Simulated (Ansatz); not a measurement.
# CdS: the cost of one run

Computed with Ansatz 0.2.0 (DFT PBE, scalar-relativistic, plane waves, PAW, unless a step's input says otherwise).

1 further run of the same task is left out (it didn't finish).

**1. The starting structure**

The structure is hexagonal, space group P6_3mc (No. 186). Conventional cell: a = 4.169 Å, b = 4.169 Å, c = 6.780 Å, α = 90.00°, β = 90.00°, γ = 120.00°. Around Cd (site symmetry 3m) lie 4 S at 2.55 Å. S (site symmetry 3m) has 4 Cd at 2.55 Å as nearest neighbours.

Coordinates:

```cif
data_structure
_symmetry_space_group_name_H-M 'P 1'
_symmetry_Int_Tables_number 1
_cell_length_a 4.1688
_cell_length_b 4.1688
_cell_length_c 6.7796
_cell_angle_alpha 90.000
_cell_angle_beta 90.000
_cell_angle_gamma 120.000
_cell_volume 102.04
loop_
_atom_site_label
_atom_site_type_symbol
_atom_site_fract_x
_atom_site_fract_y
_atom_site_fract_z
_atom_site_occupancy
Cd1 Cd 0.66667 0.33333 0.50022 1
Cd2 Cd 0.33333 0.66667 0.00022 1
S1 S 0.66667 0.33333 0.87678 1
S2 S 0.33333 0.66667 0.37678 1
```

This is candidate A: structure listed in a database for this formula (P6_3mc, No. 186).

(A quick probe on a coarse mesh, which set the mesh and smearing, is not shown.)

**3. The relaxation (candidate A)**

The input, input.yaml:

```yaml
crystal:
  lattice:
    - [4.1688380995, 0.0, 0.0]
    - [-2.0844190498, 3.6103196984, 0.0]
    - [0.0, 0.0, 6.77961741]
  atoms:
    - { symbol: Cd, position: [0.66666667, 0.33333333, 0.50022437] }
    - { symbol: Cd, position: [0.33333333, 0.66666667, 0.00022437] }
    - { symbol: S, position: [0.66666667, 0.33333333, 0.87677563] }
    - { symbol: S, position: [0.33333333, 0.66666667, 0.37677563] }
basis:
  ecutwfc: 420
kpoints:
  mp_grid: { grid: [6, 6, 4] }
hamiltonian:
  xc: pbe
scf:
  occupations: { method: gaussian, width: 0.02 }
output:
  forces: true
  stress: true
  eigenvalues: true
  write_density: true
  write_potential: true
  elf: true
  volumetric_format: npy
relax:
  adjacent_minimum: "off"
  f_tol: 0.01
  max_steps: 80
  cell: { stress_tol: 0.05 }
```

Run with:

```sh
> ansatz run input.yaml --threads 1 --pin off --max-ram 2560MiB --backend cpu --events-out ev --progress --plain --runs-dir out
```

What time and memory should one allow on 1 thread of Intel Xeon 6975P-C (Granite Rapids), shared host?

About 8.8 s, with a peak of 0.42 GiB.
